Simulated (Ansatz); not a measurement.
Runs of Ansatz 0.2.0 on Eu. The structure is cubic, space group Im-3m (No. 229). The conventional cell has a = 4.606 Å, b = 4.606 Å, c = 4.606 Å, α = 90.00°, β = 90.00°, γ = 90.00°. Eu (site symmetry m-3m) is surrounded by 8 Eu at 3.99 Å. 

```csv
task,level,spin,cutoff (eV),points for each segment of the path,gap on the mesh (eV),pressure (GPa),moment (μB)
band structure,r2SCAN,"non-collinear, ferromagnetic start, SOC",500,14,none,(b),7.72
band structure,r2SCAN,"collinear, ferromagnetic start",500,14,none,-1.2,7.75
single point,PBE,"collinear, random start",420,-,none,-1.6,7.37
single point,PBE,"collinear, ferromagnetic start",420,-,none,-1.6,7.37
single point,PBE,off,420,-,none,(a),-
```

Alike in all rows: potentials or basis Ansatz PAW; cell as given; k mesh 8 × 8 × 8; smearing fermi-dirac 0.05 eV.

Question: Estimate the missing entries.

Answer: (a) -4.5; (b) -1.4.

Caveats: spin-orbit coupling is left out, which moves the levels of the heavy elements (some runs); the magnetic or orbital state may not be the lowest (some runs); the PAW data sets come from PBE, with cores solved anew for the run's functional, which leaves a small shift of forces and pressure (some runs).

A k mesh can miss the band edges, and rows without SOC leave out spin-orbit coupling on Eu.

A gap of «none» marks a metal or a gap under the smearing width.
